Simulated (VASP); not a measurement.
The system is ZnCu.

```
Zn Cu
1.0
     2.92055    0.00000    0.00000
     0.00000    2.92055    0.00000
     0.00000    0.00000    2.92055
Zn Cu
1 1
Direct
  0.50000 0.50000 0.50000
  0.00000 0.00000 0.00000
```

The cell comes from a database or a generator and needn't be the stable form of this composition.

Base run:

```yaml
Program: VASP 6.6.1
Functional: PBE
Dispersion: D3(BJ)
Potentials_or_basis: VASP PAW PBE potentials, release 64 (Zn, Cu)
Cutoff: 520 eV
k_mesh: 6 × 6 × 6
Occupations: gaussian, width 0.1 eV
Spin: no spin polarisation
```

Its results: band gap on the k mesh none (metal or under the smearing width); pressure 0.0 GPa.

The run is repeated on the same cell with these changes: dispersion from D3(BJ) to none; further incar settings from ALGO = Fast; EDIFF = 1e-06; NBANDS = 18 to ALGO = Normal; EDIFF = 1e-06; NBANDS = 18. What comes out?

Band gap on the k mesh none (metal or under the smearing width); pressure 6.7 GPa.

Caveats: pairwise dispersion overbinds metals, which lowers pressure and volume (some runs).
